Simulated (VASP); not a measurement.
Data:

```xyz
3
Lattice="0.0000 2.8831 2.8831 2.8831 0.0000 2.8831 2.8831 2.8831 0.0000" Properties=species:S:1:pos:R:3 pbc="T T T"
Sr     0.0000     0.0000     0.0000
F      1.4415     1.4415     1.4415
F      4.3246     4.3246     4.3246
```

Calculation: PBEsol GGA, VASP's PBE PAW potentials (set 64) (plane waves; VASP). Numerical set-up: 650 eV cut-off, 6×6×6 Γ-centred mesh, Gaussian smearing of 0.050 eV, potentials Sr_sv F.

Give the elastic stiffness tensor with the ions relaxed (GPa, in the frame of the cell).

```
      xx    yy    zz    yz    xz    xy
--  ----  ----  ----  ----  ----  ----
xx   126  47.6  47.6   0.0   0.0   0.0
yy  47.6   126  47.6   0.0   0.0   0.0
zz  47.6  47.6   126   0.0   0.0   0.0
yz   0.0   0.0   0.0  32.3   0.0   0.0
xz   0.0   0.0   0.0   0.0  32.3   0.0
xy   0.0   0.0   0.0   0.0   0.0  32.3
```

What does the run give for the Hill bulk modulus, Hill shear modulus, Young's modulus, Poisson's ratio?

Hill bulk modulus: 73.8 GPa
Hill shear modulus: 34.9 GPa
Young's modulus: 905 kbar
Poisson's ratio: 0.296

The compound is SrF2 in the fluorite structure. It was relaxed first.
